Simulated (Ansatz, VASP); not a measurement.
## Two plane-wave programs on GaP2

```
Ga P
1.0
     2.53091    0.00000    0.00000
     0.00000    2.53091    0.00000
     0.00000    0.00000    7.80417
Ga P
1 2
Cartesian
  0.0000 0.0000 3.9021
  0.0000 0.0000 6.6180
  0.0000 0.0000 1.1861
```

Alike in both runs: functional PBE; k mesh 6 × 6 × 4; occupations gaussian, width 0.1 eV; no spin polarisation.

Ansatz relaxed the structure, and its values are those at the end. VASP's run is a single point on that final structure, the one shown.

|  | VASP | Ansatz |
| --- | --- | --- |
| version | VASP 6.6.1 | Ansatz 0.2.0 |
| potentials or method | VASP PAW PBE potentials, release 64 (Ga_d, P) | scalar-relativistic, plane waves, PAW |
| plane-wave cutoff (eV) | 520 | 420 |
| valence electrons in the cell | 23 | 23 |

```tsv
	VASP	Ansatz	Ansatz less VASP
gap on the k mesh at the Fermi level (eV)	none	none	-
pressure (GPa)	0.0	0.1	+0.10
rms of the force components (eV/Å)	0.010	0.002	-0.0073
```

A gap of «none» marks a metal or a gap that the smearing closes.

Caveats: the k mesh is coarse (spacing up to 0.41 Å⁻¹), so the values aren't converged.
